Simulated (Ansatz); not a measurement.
**Ta2C: pressure against volume**

Ta2C, P-3m1, a = 3.110 Å, c = 4.942 Å. The structure is a COD entry; whether it is the stable form wasn't checked. Ansatz: r2SCAN, PAW, 500 eV, Γ-centred 18×18×8 mesh on 3 atoms, Gaussian smearing 0.10 eV; no spin polarisation. Shape and atoms are relaxed at each volume; pressure is positive in compression.

```
V (Å³/atom) P (GPa)
     12.559    31.26
     12.973    19.17
     13.387     8.83
     13.801     0.00
     14.215    -7.52
     14.629        ?
```

Problem. Take V0 = 13.801 Å³/atom, fit the third-order Birch–Murnaghan form to the other rows, and predict the missing pressure.

Solution. With the Eulerian strain f = ½[(V0/V)^(2/3) − 1] and y = P/[3f(1 + 2f)^(5/2)], the form is the line y = B0 + 1.5 B0 (B0′ − 4) f. Rows (f, y): 0.03244, 274.5; 0.02105, 273.8; 0.01026, 272.7; -0.00976, 269.8. Means f = 0.01350, y = 272.70; Σ(Δf)² = 0.0009673, ΣΔfΔy = 0.1099; the slope is their ratio. y = 271.2 + 113.6 f GPa, so B0 = 271.2 GPa and B0′ = 4 + 2 × (113.6)/(3 × 271.2) = 4.28. At V = 14.629, f = -0.01905, y = 269.04 and P = -13.95 GPa. The run gave -13.94 GPa, so the fit is 0.01 GPa too low, within the rms miss on the fitted rows (0.02 GPa). The form still works here, 25 % of the fitted range beyond its end.

Spin–orbit coupling is left out, which can shift energies with elements as heavy as these.